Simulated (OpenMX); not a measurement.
# PtSe2 (Sudovikovite) under changes of volume

One of the cells (20.265 Å³/atom); the others are scaled copies at fixed shape and fractional positions:

```xyz
3
Lattice="3.7240 0.0000 0.0000 -1.8620 3.2251 0.0000 0.0000 0.0000 5.0620" Properties=species:S:1:pos:R:3 pbc="T T T"
Pt    0.0000    0.0000    0.0000
Se    1.8620    1.0750    3.7965
Se    0.0000    2.1501    1.2655
```

| Item | Value |
| --- | --- |
| Program | OpenMX 3.8.5 |
| Functional | LDA |
| Potentials or basis | OpenMX 2013 LDA set, Pt7.0-s3p2d2f1, Se7.0-s3p2d2, fixed grid of 40 × 40 × 60 points |
| k mesh | 9 × 9 × 5 |
| Occupations | fermi-dirac, width 0.05 eV |
| Spin | no spin polarisation |

```tsv
volume (Å³/atom)	energy over the lowest point (meV/atom)	largest force (eV/Å)
19.049	?	?
19.455	16.84	1.001
19.860	4.53	0.703
20.265	0.00	0.429
20.671	2.37	0.178
21.076	10.96	0.054
21.481	24.95	0.266
```

What does the run at 19.049 Å³/atom give?

Energy over the lowest point 37.97 meV/atom; largest force 1.326 eV/Å.

Worked out: A Birch-Murnaghan fit of order 3 (a polynomial in V^(-2/3)) to the other rows has its minimum at 20.32 Å³/atom with B0 = V·E''(V) = 135 GPa and B' = 4.9 at fixed shape and positions, which overstates the stiffness. It gives 37.98 meV/atom at 19.049 Å³/atom, against the run's 37.97.

Energies are extrapolated to zero smearing.

Caveats: the basis of atomic orbitals isn't converged, which shifts pressures, moduli and gaps; forces of over 1 eV/Å show positions far from the minimum, so gaps and moduli don't describe the material at rest (some runs).
